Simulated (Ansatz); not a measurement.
The calculation used Ansatz 0.2.0, DFT PBEsol, scalar-relativistic, plane waves, PAW.

Cutoff 420 eV; k points 8×8×8 on the computed 12-atom cell (Γ-centred); Gaussian smearing, width 0.05 eV; no spin polarisation.

Structure with the computed forces (eV/Å) in the last three columns:

```xyz
12
Lattice="-3.0983 3.5124 3.1536 3.0983 -3.5124 3.1536 3.0983 3.5124 -3.1536" Properties=species:S:1:pos:R:3:forces:R:3 pbc="T T T" pressure_GPa=21.68
Sn    0.0000    5.2686    1.4718    0.0000    0.0000    2.9360
Sn    3.0983   -1.7562    1.6818    0.0000    0.0000   -2.9360
Sn    1.5492    1.7562    1.5768    0.0000    0.0000    0.0000
Sn   -1.5492    1.7562    1.5768    0.0000    0.0000    0.0000
O     1.5473    1.7562   -0.4565    1.9030    0.0000    4.8630
O     3.0983    3.1890    1.5157    0.0000   -1.6540    0.3810
O     4.6493    1.7562   -0.4565   -1.9030    0.0000    4.8630
O     3.0983    0.3235    1.5157    0.0000    1.6540    0.3810
O     0.0000    3.1890    1.6379    0.0000   -1.6540   -0.3810
O     0.0000    0.3235    1.6379    0.0000    1.6540   -0.3810
O    -1.5510    1.7562    3.6101    1.9030    0.0000   -4.8630
O     1.5510    1.7562    3.6101   -1.9030    0.0000   -4.8630
```

Stress tensor (GPa, compression positive):

```
36.17  0.00  0.00
 0.00 -8.77  0.00
 0.00  0.00 37.64
```

Cost: 1 run of about 1.9 core-minutes, on Arm Neoverse N1 (shared hosts).